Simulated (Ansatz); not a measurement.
Crystal: Fe.

```xyz
1
Lattice="-1.4430 1.4430 1.4430 1.4430 -1.4430 1.4430 1.4430 1.4430 -1.4430" Properties=species:S:1:pos:R:3 pbc="T T T"
Fe    0.0000    0.0000    0.0000
```

| Quantity | Value |
| --- | --- |
| Program | Ansatz 0.2.0 |
| Task | relaxation of cell and atoms |
| Functional | PBE |
| Dispersion | D3(BJ) |
| Potentials or basis | Ansatz PAW |
| Cutoff | 420 eV (not typed: the program's choice for these potentials) |
| k mesh | 13 × 13 × 13 |
| Occupations | fermi-dirac, width 0.05 eV |
| Spin | collinear spin, ferromagnetic start |
| Starting moments | [3.0] μB |

At the start: volume 12.02 Å³/atom.

How do energy, volume and symmetry change on relaxing?

It ends after 6 steps and the volume is 11.02 Å³/atom (-8.3 %); space group Im-3m (No. 229, to 0.05 Å); moment 2.08 μB per cell.

Step by step:
| step | energy change (eV) | largest force (eV/Å) | volume (Å³) |
| --- | --- | --- | --- |
| 1 | 0.0000 | 0.0000 | 12.02 |
| 2 | -0.0426 | 0.0000 | 11.40 |
| 3 | -0.0503 | 0.0000 | 10.89 |
| 4 | -0.0512 | 0.0000 | 11.01 |
| 5 | -0.0512 | 0.0000 | 11.02 |
| 6 | -0.0505 | 0.0000 | 11.02 |

Final structure:
```
Fe
1.0
    -1.40174    1.40174    1.40174
     1.40174   -1.40174    1.40174
     1.40174    1.40174   -1.40174
Fe
1
Direct
  0.00000 0.00000 0.00000
```

Caveat: the plane-wave basis is chosen anew once the cell has moved, so the energies of steps on either side of that aren't comparable.
